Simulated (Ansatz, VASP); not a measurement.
## NaHF2 in VASP and in Ansatz

INCAR

```
SYSTEM = NaHF2
PREC = Accurate ; ENCUT = 520
EDIFF = 1E-6 ; ISMEAR = 0
SIGMA = 0.05 ; LREAL = .FALSE.
LASPH = .TRUE. ; NELM = 80
ALGO = Normal ; ISIF = 2
LWAVE = .FALSE. ; LCHARG = .TRUE.
GGA = PS ; LELF = .TRUE.
LVHAR = .TRUE. ; NBANDS = 19
```

File KPOINTS:

```
regular mesh
0
G
  9 9 9
  0 0 0
```

Contents of POSCAR:

```
NaHF2
1.0
    1.6420229563      0.9480223958      4.8708142337
   -1.6420229563      0.9480223958      4.8708142337
    0.0000000000     -1.8960447916      4.8708142337
Na H F
1 1 2
Direct
    0.0000000000      0.0000000000      0.0000000000
    0.5000000000      0.5000000000      0.5000000000
    0.4100000000      0.4100000000      0.4100000000
    0.5900000000      0.5900000000      0.5900000000
```

Input for Ansatz:

```yaml
crystal:
  lattice:
    - [1.6420229563, 0.9480223958, 4.8708142337]
    - [-1.6420229563, 0.9480223958, 4.8708142337]
    - [0.0, -1.8960447916, 4.8708142337]
  atoms:
    - { symbol: Na, position: [0.0, 0.0, 0.0] }
    - { symbol: H, position: [0.5, 0.5, 0.5] }
    - { symbol: F, position: [0.41, 0.41, 0.41] }
    - { symbol: F, position: [0.59, 0.59, 0.59] }
basis:
  ecutwfc: 420
kpoints:
  mp_grid: { grid: [9, 9, 9] }
hamiltonian:
  xc: pbesol
scf:
  occupations: { method: gaussian, width: 0.05 }
output:
  forces: true
  stress: true
  eigenvalues: true
```

Change from the starting cell: strain -0.050 along x and y, +0.050 along z, atoms carried along.

Alike in both runs: task single point; functional PBEsol; k mesh 9 × 9 × 9; occupations gaussian, width 0.05 eV; no spin polarisation.

|  | VASP | Ansatz |
| --- | --- | --- |
| version | VASP 6.6.1 | Ansatz 0.2.0 |
| potentials or method | VASP PAW PBE potentials, release 64 (Na_pv, H, F) | scalar-relativistic, plane waves, PAW |
| plane-wave cutoff (eV) | 520 | 420 |
| valence electrons in the cell | 22 | 24 |

```csv
,VASP,Ansatz,Ansatz less VASP
gap on the k mesh at the Fermi level (eV),6.37,6.40,+0.029
least direct gap on the mesh (eV),6.57,6.60,+0.027
pressure (GPa),-4.0,-3.9,+0.03
largest component of the traceless stress (GPa),18.04,18.18,+0.137
rms of the force components (eV/Å),1.240,1.238,-0.0021
```

Atom by atom the forces differ by 0.002 eV/Å (rms over components). The functional is the same, so the differences come from potentials, cutoffs and numerics. The two sets of potentials don't hold the same shells in valence.

Caveats: the PAW data sets were made with another functional, which shifts forces and pressure a little (VASP); an odd mesh through Γ misses points on the zone boundary, where band edges often lie.
